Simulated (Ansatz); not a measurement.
## Elastic constants of CaO (Fm-3m) under pressure

```xyz
2
Lattice="0.0000 2.3836 2.3836 2.3836 0.0000 2.3836 2.3836 2.3836 0.0000" Properties=species:S:1:pos:R:3 pbc="T T T"
Ca    0.0000    0.0000    0.0000
O     2.3836    2.3836    2.3836
```

This is the zero-pressure cell. At each pressure cell and atoms are relaxed in this structure, and the constants are slopes of the stress at strains of ±0.005 with relaxed ions (the coefficients that govern stability under load). Level: PBEsol, PAW on Ansatz 0.2.0's default frozen-core files (fitted under PBE), scalar-relativistic; k mesh 10×10×10, strains of ±0.005, fixed occupations, cutoff 420 eV. P is the pressure of the relaxed cell, less that of this one.

```csv
P (GPa),V/V₀,C11 (GPa),C12 (GPa),C44 (GPa)
0.00,1.0000,228.2,59.3,77.4
0.96,0.9918,237.7,60.8,77.5
2.00,?,?,?,?
4.00,0.9683,267.1,65.5,77.7
7.00,0.9476,295.9,70.1,77.7
10.00,0.9290,324.2,74.7,77.6
15.01,0.9017,370.0,81.9,77.0
```

Problem. Does the bulk modulus from the constants agree with the pressure-volume curve?

Solution. A third-order Birch-Murnaghan fit to the volumes shown (F against f, f = [(V₀/V)^(2/3) − 1]/2) gives B₀ = 115.6 GPa and B′ = 4.4. Its −V dP/dV stands beside (C11 + 2C12)/3:

| P (GPa) | from P(V) | from the constants |
| --- | --- | --- |
| 0.00 | 115.6 | 115.6 |
| 0.96 | 119.7 | 119.8 |
| 4.00 | 132.7 | 132.7 |
| 7.00 | 145.3 | 145.4 |
| 10.00 | 157.7 | 157.8 |
| 15.01 | 177.9 | 177.9 |

Problem. What are the pressure derivatives at zero pressure?

Solution. Slopes at V₀ of quadratic fits in −ln(V/V₀) through the first four rows shown, divided by B₀: dC11/dP = 9.8, dC12/dP = 1.6, dC44/dP = 0.1. The mean slopes up to 4.0 GPa are 9.8, 1.6, 0.1; curvature and scatter of the constants part the two. The combination (dC11/dP + 2 dC12/dP)/3 = 4.3 stands against B′.

Problem. Fill the row at 2.00 GPa.

Solution. Cubic fits in −ln(V/V₀) through all rows shown give C11 = 247.8, C12 = 62.4, C44 = 77.6 GPa. Computed: V/V₀ = 0.9834, C11 (GPa) = 247.9, C12 (GPa) = 62.5, C44 (GPa) = 77.6.

Problem. Does a shear stiffness soften?

Solution. C44 goes from 77.4 to 77.0 GPa, through a maximum of 77.7 near 7 GPa; (C11 − C12)/2 goes from 84.4 to 144.1 GPa. Neither ends more than 3 % under its start, and the lattice stays mechanically stable over this range.

Known limits: no other phase was computed; many crystals of this kind change structure within this range, and rows or crossings beyond such a change describe a metastable lattice; frozen-core PAW files fitted under PBE, their cores solved anew for the functional of the run; phonons weren't checked at these pressures.
